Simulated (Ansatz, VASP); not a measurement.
# One calculation of C, two programs

File INCAR:

```
SYSTEM = C
  PREC = Accurate
  ENCUT = 520
  EDIFF = 1E-7
  ISMEAR = -1
  SIGMA = 0.02
  LREAL = .FALSE.
  LASPH = .TRUE.
  NELM = 80
  ALGO = Normal
  ISIF = 2
  LWAVE = .FALSE.
  LCHARG = .FALSE.
  GGA = PE
  NBANDS = 11
```

KPOINTS

```
regular mesh
0
G
  12 12 12
  0 0 0
```

POSCAR

```
C
1.0
    0.0000000000      1.7801243542      1.7801243542
    1.7801243542      0.0000000000      1.7801243542
    1.7801243542      1.7801243542      0.0000000000
C
2
Direct
    0.0000000000      0.0000000000      0.0000000000
    0.2500000000      0.2500000000      0.2500000000
```

Input for Ansatz:

```yaml
crystal:
  lattice:
    - [0.0, 1.7801243542, 1.7801243542]
    - [1.7801243542, 0.0, 1.7801243542]
    - [1.7801243542, 1.7801243542, 0.0]
  atoms:
    - { symbol: C, position: [0.0, 0.0, 0.0] }
    - { symbol: C, position: [0.25, 0.25, 0.25] }
kpoints:
  mp_grid: { grid: [12, 12, 12] }
  band_path:
    path:
      - [[0.0, 0.0, 0.0], [0.5, 7.155921467996e-35, 0.5], [0.625, 0.25, 0.625]]
      - [[0.375, 0.375, 0.75], [0.0, 0.0, 0.0], [0.5, 0.5, 0.5], [0.5, 0.25, 0.75], [0.5, 7.155921467996e-35, 0.5]]
    npoints: 10
hamiltonian:
  xc: pbe
scf:
  occupations: { method: fermi_dirac, width: 0.02 }
  n_extra_bands: 4
output:
  forces: true
  stress: true
  eigenvalues: true
  write_density: true
  write_potential: true
  elf: true
  volumetric_format: npy
```

This isn't the form of C at room conditions, which is graphite.

Alike in both runs: task single point; functional PBE; k mesh 12 × 12 × 12; occupations fermi-dirac, width 0.02 eV; no spin polarisation.

|  | VASP | Ansatz |
| --- | --- | --- |
| version | VASP 6.6.1 | Ansatz 0.2.0 |
| potentials or method | VASP PAW PBE potentials, release 64 (C) | plane waves, PAW |
| plane-wave cutoff (eV) | 520 | 420 |
| valence electrons in the cell | 8 | 8 |

```tsv
	VASP	Ansatz	Ansatz less VASP
gap on the k mesh at the Fermi level (eV)	4.17	4.17	+0.007
pressure (GPa)	4.9	4.2	-0.70
```
